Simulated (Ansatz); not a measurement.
Cell and atoms are relaxed with the symmetry kept. Start:

```
Nb
1.0
    -1.66395    1.66395    1.66395
     1.66395   -1.66395    1.66395
     1.66395    1.66395   -1.66395
Nb
1
Direct
  0.00000 0.00000 0.00000
```

Method: Ansatz 0.2.0, DFT PBE, scalar-relativistic, plane waves, PAW.

Settings: cutoff 420 eV, Γ-centred mesh 18×18×18 on the computed 1-atom cell, Gaussian smearing of 0.10 eV; no spin polarisation.

Task: What does it relax to?

Result: The volume goes down by 0.28 Å³/atom to 18.15 Å³/atom, and the energy falls by 2.2 meV/atom. Final structure:
```
Nb
1.0
    -1.65556    1.65556    1.65556
     1.65556   -1.65556    1.65556
     1.65556    1.65556   -1.65556
Nb
1
Direct
  0.00000 0.00000 0.00000
```

Course of the relaxation (steps run on the plane waves of an earlier cell, and the basis is chosen afresh near the end, so energy and pressure can step there; trial steps that raised the energy were taken back; energies are free energies):

```
step E − E_final (meV/atom) P (GPa) V (Å³/atom)
   1                     2.2    -2.49        18.43
   2                    11.4     6.18        17.54
   3                     0.0    -0.11        18.16
   4                     0.0     0.00        18.15
   5                     0.0     0.00        18.15
```